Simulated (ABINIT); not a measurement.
Crystal: As.

```
CELL_PARAMETERS angstrom
1.88080 1.08588 3.51406
-1.88080 1.08588 3.51406
0.00000 -2.17176 3.51406
ATOMIC_POSITIONS crystal
As 0.22600 0.22600 0.22600
As 0.77400 0.77400 0.77400
```

| Item | Value |
| --- | --- |
| Program | ABINIT 10.8.3 (patched build) |
| Task | relaxation of cell and atoms |
| Functional | PBE |
| Dispersion | D3 |
| Potentials or basis | JTH PAW PBE v2.0 |
| Cutoff | 408 eV |
| k mesh | 7 × 7 × 7 |
| Occupations | fermi-dirac, width 0.05 eV |
| Spin | no spin polarisation |

At the start: pressure 2.3 GPa; volume 21.53 Å³/atom.

**Question.** How do energy, volume and symmetry change on relaxing?

**Answer.** Over 12 steps the energy falls by 8.3 meV/atom and the volume is 21.63 Å³/atom (+0.5 %); space group R-3m (No. 166, to 0.05 Å).

Step by step:
| step | energy change (eV) | largest force (eV/Å) | pressure (GPa) | volume (Å³) |
| --- | --- | --- | --- | --- |
| 1 | 0.0000 | 0.3867 | 2.27 | 43.06 |
| 2 | -0.0072 | 0.2443 | 1.45 | 43.34 |
| 3 | -0.0125 | 0.0012 | -0.01 | 43.87 |
| 4 | -0.0129 | 0.0113 | -0.12 | 43.91 |
| 5 | -0.0140 | 0.0352 | -0.53 | 44.00 |
| 6 | -0.0150 | 0.0170 | -0.66 | 43.97 |
| 7 | -0.0155 | 0.0247 | -0.53 | 43.81 |
| 8 | -0.0159 | 0.0552 | -0.27 | 43.63 |
| 9 | -0.0163 | 0.0627 | -0.05 | 43.47 |
| 10 | -0.0164 | 0.0466 | 0.09 | 43.32 |
| 11 | -0.0166 | 0.0171 | 0.09 | 43.25 |
| 12 | -0.0166 | 0.0019 | 0.03 | 43.26 |

Final structure:
```
As
1.0
     1.90824    1.10172    3.42986
    -1.90824    1.10172    3.42986
     0.00000   -2.20345    3.42986
As
2
Cartesian
  0.0000 0.0000 2.3521
  0.0000 0.0000 7.9375
```

Caveat: the log and the count of SCF iterations are those of the last ABINIT call alone.
